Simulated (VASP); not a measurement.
# KI: forms and broadenings of the independent-particle spectrum

KI, Cmcm (no. 63), 4 atoms in the cell. PBE, independent-particle dielectric function; PAW potentials I, K_sv (PBE set).

## Input

INCAR.step1:
```
SYSTEM = KI
  EDIFF = 1E-8
  ENCUT = 300
  ISMEAR = 0
  KPAR = 4
  LASPH = .True.
  LCHARG = .False.
  LEPSILON = .True.
  LWAVE = .False.
  PREC = Accurate
  SIGMA = 0.02
```

INCAR.step2, as INCAR.step1 but for:
```
- LEPSILON = .True.
- LWAVE = .False.
+ LWAVE = .True.
+ NBANDS = 64
```

INCAR.step3, as INCAR.step2 but for:
```
- EDIFF = 1E-8
- LWAVE = .True.
+ ALGO = None
+ CSHIFT = 0.1
+ EDIFF = 1E-7
+ ISTART = 1
+ LOPTICS = .True.
+ LWAVE = .False.
+ NEDOS = 2000
+ NELM = 1
```

INCAR.step4, as INCAR.step3 but for:
```
+ LNABLA = .True.
```

INCAR.step5, as INCAR.step4 but for:
```
- LNABLA = .True.
+ IPEAD = 2
+ LPEAD = .True.
```

INCAR.step6, as INCAR.step5 but for:
```
- IPEAD = 2
+ IPEAD = 1
```

INCAR.step7 changes the same tag again: IPEAD = 4.

INCAR.step8, as INCAR.step7 but for:
```
- CSHIFT = 0.1
- IPEAD = 4
- LPEAD = .True.
+ CSHIFT = 0.5
```

INCAR.step9, as INCAR.step8 but for:
```
- CSHIFT = 0.5
+ CSHIFT = 0.3
```

INCAR.step10 changes the same tag again: CSHIFT = 0.05.

INCAR.step11, as INCAR.step10 but for:
```
- CSHIFT = 0.05
- ISMEAR = 0
+ CSHIFT = 0.1
+ ISMEAR = -5
```

INCAR.step12, as INCAR.step11 but for:
```
- ISMEAR = -5
- SIGMA = 0.02
+ ISMEAR = 0
+ SIGMA = 0.2
```

INCAR.step13, as INCAR.step12 but for:
```
- SIGMA = 0.2
+ OMEGAMAX = 12
+ SIGMA = 0.02
```

INCAR.step14, as INCAR.step13 but for:
```
- OMEGAMAX = 12
+ OMEGAMAX = 60
```

KPOINTS:
```
k-points
0
Gamma
  6 6 4
```

POSCAR:
```
KI
1.0
    2.5126600000     -4.2552270000      0.0000000000
    2.5126600000      4.2552270000      0.0000000000
    0.0000000000      0.0000000000      8.6765890000
I K
2 2
Direct
    0.1597700000      0.8402300000      0.7500000000
    0.8402300000      0.1597700000      0.2500000000
    0.5000000000      0.5000000000      0.0000000000
    0.5000000000      0.5000000000      0.5000000000
```

Commands (each step's output is kept before the next begins):
```
cat potpaw_PBE.64/I/POTCAR potpaw_PBE.64/K_sv/POTCAR > POTCAR
cp INCAR.step1 INCAR
mpirun -np 4 vasp_std > vasp.out
rm WAVECAR CHG
cp INCAR.step2 INCAR
mpirun -np 4 vasp_std > vasp.out
cp INCAR.step3 INCAR
mpirun -np 4 vasp_std > vasp.out
cp INCAR.step4 INCAR
mpirun -np 4 vasp_std > vasp.out
cp INCAR.step5 INCAR
mpirun -np 4 vasp_std > vasp.out
cp INCAR.step6 INCAR
mpirun -np 4 vasp_std > vasp.out
cp INCAR.step7 INCAR
mpirun -np 4 vasp_std > vasp.out
cp INCAR.step8 INCAR
mpirun -np 4 vasp_std > vasp.out
cp INCAR.step9 INCAR
mpirun -np 4 vasp_std > vasp.out
cp INCAR.step10 INCAR
mpirun -np 4 vasp_std > vasp.out
cp INCAR.step11 INCAR
mpirun -np 4 vasp_std > vasp.out
cp INCAR.step12 INCAR
mpirun -np 4 vasp_std > vasp.out
cp INCAR.step13 INCAR
mpirun -np 4 vasp_std > vasp.out
cp INCAR.step14 INCAR
mpirun -np 4 vasp_std > vasp.out
```

## Result

- Direct gap on the mesh (eV): 3.74
- Gap on the mesh (eV): 3.74
- Bands: 64

One ground state, settings moved in the last step alone:

| Settings | ε at zero frequency | Mean energy of the absorption, weighted by Im ε (eV) | Time (s) |
|---|---|---|---|
| longitudinal form, CSHIFT 0.1 | 3.12 | 7.41 | 6 |
| transversal form (LNABLA) | 3.20 | 7.44 | 6 |
| finite differences (LPEAD), order 2 | 3.11 | 7.42 | 13 |
| finite differences (LPEAD), order 1 | 3.05 | 7.47 | 9 |
| finite differences (LPEAD), order 4 | 3.12 | 7.41 | 23 |
| CSHIFT 0.5 | 3.11 | 7.36 | 6 |
| CSHIFT 0.3 | 3.11 | 7.38 | 7 |
| CSHIFT 0.05 | 3.12 | 7.42 | 6 |
| tetrahedron method | 3.11 | 7.44 | 9 |
| SIGMA 0.2 | 3.12 | 7.40 | 7 |
| OMEGAMAX 12, which cuts the spectrum short | 2.82 | 7.39 | 10 |
| OMEGAMAX 60 | 3.12 | 7.41 | 6 |

The mean energy covers the spectrum up to 12 eV.

On the same mesh, density-functional perturbation theory with local fields gives ε = 2.80.

Limits: The 6×6×4 mesh is coarse for a spectrum: peaks stand apart that a denser mesh merges; spin-orbit coupling is left out, which can matter with atoms this heavy.

VASP 6.6.1 took 577 s on 4 cores (Intel Xeon Platinum 8259CL @ 2.50GHz (Skylake/Cascade Lake)), a shared host.
